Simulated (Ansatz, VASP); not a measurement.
## One calculation of Cr, two programs

The input INCAR:

```
SYSTEM = Cr
PREC = Accurate ; ENCUT = 520
EDIFF = 1E-6 ; ISMEAR = -1
SIGMA = 0.1 ; LREAL = .False.
LASPH = .True. ; NELM = 100
ALGO = Normal ; ISIF = 2
LWAVE = .False. ; LCHARG = .True.
GGA = RP ; LELF = .True.
LVHAR = .True. ; NBANDS = 12
```

File KPOINTS:

```
Automatic mesh
0
Gamma
  15 15 15
  0 0 0
```

Contents of POSCAR:

```
Cr
1.0
    2.3575839339      0.0000000000      0.0000000000
    0.0000000000      2.3575839339      0.0000000000
    0.0000000000      0.0000000000      2.3575839339
Cr
1
Direct
    0.0000000000      0.0000000000      0.0000000000
```

Input for Ansatz:

```yaml
crystal:
  lattice:
    - [2.3575839339, 0.0, 0.0]
    - [0.0, 2.3575839339, 0.0]
    - [0.0, 0.0, 2.3575839339]
  atoms:
    - { symbol: Cr, position: [0.0, 0.0, 0.0] }
hamiltonian:
  xc: rpbe
  pseudopotentials:
    kind: paw
    azcp:
      Cr: "pseudopotentials/Cr.paw.azcp"
basis:
  ecutwfc: 420
  fft_grid_basis: typed
kpoints:
  mp_grid: { grid: [15, 15, 15], shift: [0, 0, 0] }
magnetization:
  spin_polarized: false
scf:
  occupations: { method: fermi_dirac, width: 0.1 }
  lower_state_search: "off"
output:
  stress: true
  write_density: true
  write_potential: true
  elf: true
  volumetric_format: npy
```

Alike in both runs: task single point; functional RPBE; k mesh 15 × 15 × 15; occupations fermi-dirac, width 0.1 eV; no spin polarisation.

|  | VASP | Ansatz |
| --- | --- | --- |
| version | VASP 6.6.1 | Ansatz 0.2.0 |
| potentials or method | VASP PAW PBE potentials, release 64 (Cr_pv) | plane waves (420 eV) with PAW, scalar-relativistic |
| plane-wave cutoff (eV) | 520 | 420 |
| valence electrons in the cell | 12 | 14 |

VASP gave:

| Item | Value |
| --- | --- |
| pressure (GPa) | 0.5 |

Task: Which values does Ansatz return?

Result: Pressure (GPa): 0.7.

The two sets of potentials don't hold the same shells in valence.

Caveats: the PAW data sets were made with another functional, which shifts forces and pressure a little (VASP); the run has no spin polarisation, though such a crystal can be magnetic. Spin polarisation is off, so any magnetic state and its effect on volume and gap are missing.
